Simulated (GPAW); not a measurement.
The system is AlCu3.

```
Cu Al
1.0
     3.63738    0.00000    0.00000
     0.00000    3.63738    0.00000
     0.00000    0.00000    3.63738
Cu Al
3 1
Direct
  0.00000 0.50000 0.50000
  0.50000 0.00000 0.50000
  0.50000 0.50000 0.00000
  0.00000 0.00000 0.00000
```

The cell comes from a database or a generator and needn't be the stable form of this composition.

Base run:

* Program: GPAW 26.7.0
* Functional: PBEsol
* Potentials or basis: PAW data sets generated in the run's folder for this functional
* Cutoff: 600 eV
* Basis: pw
* k mesh: 7 × 7 × 7
* Occupations: fermi-dirac, width 0.05 eV
* Spin: no spin polarisation

Its results: pressure 0.8 GPa.

Task: The run is repeated on the same cell with these changes: functional from PBEsol to LDA; potentials or basis from PAW data sets generated in the run's folder for this functional to the program's PAW data sets (release 1.2.1) made for this functional. What comes out?

Result: Pressure -5.3 GPa.

Caveats: with this Cu data set, volumes or pressures lay over 1.5 % or 2 GPa off other programs in two to four cells of ten.
